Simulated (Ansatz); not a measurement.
Method: DFT PBE, scalar-relativistic, plane waves, PAW (Ansatz).

Levels along Γ–X–U | K–Γ–L–W–X, in eV from a zero inside the gap, sorted by energy at each point. Points in fractions of the primitive reciprocal vectors: Γ (0.000 0.000 0.000), X (0.500 0.000 0.500), U (0.625 0.250 0.625), K (0.375 0.375 0.750), L (0.500 0.500 0.500), W (0.500 0.250 0.750).
```
point  k (1/Å, with 2π)  band 16  band 17  band 18  band 19  band 20  band 21  band 22
    Γ             0.000    -7.17    -2.48    -2.48    -2.48     1.97     1.97     3.78
    -             0.616    -5.90    -4.89    -2.58    -2.58     2.56     2.68     6.19
    X             1.233    -5.31    -3.43    -3.43    -1.87     1.87     3.55     4.62
    -             1.450    -5.29    -3.61    -3.37    -1.94     2.08     3.53     4.67
    U             1.668    -5.20    -4.11    -3.21    -2.21     2.39     3.48     4.91
    K             1.668    -5.20    -4.11    -3.21    -2.21     2.39     3.48     4.91
    -             2.322    -5.03    -4.71    -4.10    -2.50     2.45     3.09     5.24
    Γ             2.976    -7.17    -2.48    -2.48    -2.48     1.97     1.97     3.78
    -             3.509    -5.78    -3.85    -3.28    -3.28     2.67     2.67     5.05
    L             4.043    -4.95    -4.56    -3.69    -3.69     2.68     2.68     4.97
    -             4.479    -5.37    -4.08    -3.20    -3.16     2.67     3.07     4.99
    W             4.915    -4.43    -4.43    -3.29    -2.08     2.88     3.21     5.07
    -             5.223    -5.06    -3.73    -3.36    -1.97     2.29     3.48     4.72
    X             5.531    -5.31    -3.43    -3.43    -1.87     1.87     3.55     4.62
```

The cell has space group Fm-3m, 3 atoms and 38 electrons in the valence of the PAW potentials, and holds 2 elements, among them Hf; it is relaxed at this level.

Cutoff 420 eV, k mesh 8×8×8. No spin polarisation.

**Question.** Which material gives these bands?

**Answer.** HfO2, conventional cell a = 5.098 Å (cubic). Other compounds weren't ruled out.

Spin-orbit coupling is left out, which matters for the bands of heavy elements.

The cell was relaxed from a distorted copy of a database structure.
